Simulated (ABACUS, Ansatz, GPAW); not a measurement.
Si2Ni: 3 runs at one level of theory

```
Ni Si
1.0
     0.00000    2.70300    2.70300
     2.70300    0.00000    2.70300
     2.70300    2.70300    0.00000
Ni Si
1 2
Cartesian
  0.0143 0.0009 0.0401
  4.1013 4.1078 4.0658
  1.3735 1.3512 1.3452
```

Atoms were shifted at random by some hundredths of an Å from the given cell, which wasn't relaxed again for these runs.

Alike in all runs: task single point; functional PBEsol; k mesh 9 × 9 × 9; occupations fermi-dirac, width 0.05 eV; collinear spin, ferromagnetic start; no spin-orbit coupling. Pressure is positive in compression and, in plane waves, holds the error of the finite cutoff.

```csv
program and potentials,plane-wave cutoff (eV),notes,pressure (GPa),net moment per atom (μB),largest force (eV/Å)
"ABACUS, PseudoDojo NC SR 0.4.1 PBEsol standard, plane waves",1333,8.67 valence electrons an atom on average,?,?,?
"Ansatz, all-electron LAPW, scalar-relativistic",-,-,-0.72,0.00,0.455
"GPAW, PAW data sets generated for this functional",600,8 valence electrons an atom on average; this data set often lies off other programs,0.57,0.00,0.468
```

Task: Estimate from the other rows what the run with ABACUS, PseudoDojo NC SR 0.4.1 PBEsol standard, plane waves gave.

Result: Pressure -0.73 GPa; net moment per atom 0.00 μB; largest force 0.457 eV/Å. The other rows, which needn't bracket it: pressure -0.72 to 0.57; net moment per atom 0.00; largest force 0.455 to 0.468.
